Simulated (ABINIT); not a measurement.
Crystal: KTaO3.

```
CELL_PARAMETERS angstrom
3.98830 0.00000 0.00000
0.00000 3.98830 0.00000
0.00000 0.00000 3.98830
ATOMIC_POSITIONS crystal
Ta 0.00000 0.00000 0.00000
K 0.50000 0.50000 0.50000
O 0.00000 0.00000 0.50000
O 0.00000 0.50000 0.00000
O 0.50000 0.00000 0.00000
```

Base run:

```yaml
Program: ABINIT 10.8.3 (patched build)
Functional: LDA
Potentials_or_basis: JTH PAW LDA v2.0
Cutoff: 626 eV
k_mesh: 4 × 4 × 4
Occupations: fermi-dirac, width 0.05 eV
Spin: no spin polarisation
```

Its results: band gap on the k mesh 2.02 eV, indirect (least direct gap 2.64 eV); pressure -6.1 GPa.

The run is repeated on the same cell with these changes: k mesh from 4 × 4 × 4 to 9 × 9 × 9. What comes out?

Band gap on the k mesh 2.07 eV, indirect (least direct gap 2.66 eV); pressure -6.2 GPa.

Caveats: spin-orbit coupling is left out, which moves the levels of the heavy elements; the atomic spheres overlap; an odd mesh through Γ misses points on the zone boundary, where band edges often lie (some runs).
